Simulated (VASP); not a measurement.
Write the native input for VASP 6.6.1 that does the following.

* Task: single point
* Functional: LDA
* Potentials or basis: VASP PAW LDA potentials, release 64 (Ti_sv, C)
* Cutoff: 520 eV
* k mesh: 12 × 12 × 12
* Occupations: fermi-dirac, width 0.05 eV
* Spin: no spin polarisation
* Further INCAR settings: ALGO = Normal; EDIFF = 1e-06; NBANDS = 15

The structure of TiC lies in POSCAR:

```
TiC
1.0
    0.0000000000      2.1593000000      2.1593000000
    2.1593000000      0.0000000000      2.1593000000
    2.1593000000      2.1593000000      0.0000000000
Ti C
1 1
Direct
    0.0000000000      0.0000000000      0.0000000000
    0.5000000000      0.5000000000      0.5000000000
```

One way to write it, as run:

INCAR

```
SYSTEM = TiC
PREC = Accurate
ENCUT = 520
EDIFF = 1E-6
ISMEAR = -1
SIGMA = 0.05
LREAL = .FALSE.
LASPH = .TRUE.
NELM = 100
ALGO = Normal
ISIF = 2
LWAVE = .FALSE.
LCHARG = .FALSE.
NBANDS = 15
KPAR = 4
```

KPOINTS

```
regular mesh
0
G
  12 12 12
  0 0 0
```

Potentials or basis: VASP PAW LDA potentials, release 64 (Ti_sv, C).

Launch:

```sh
$ cat potpaw_LDA.64/Ti_sv/POTCAR potpaw_LDA.64/C/POTCAR > POTCAR
$ mpirun -np 4 vasp_std > vasp.out
```

It gave:

| Property | Result |
| --- | --- |
| Pressure | -9.9 GPa |
| Band gap on the k mesh | none (metal or under the smearing width) |

It took 6.3 s on 4 MPI ranks on Intel(R) Xeon(R) Platinum 8259CL CPU @ 2.50GHz (Skylake/Cascade Lake), on a shared host, peak memory 0.13 GiB a rank.
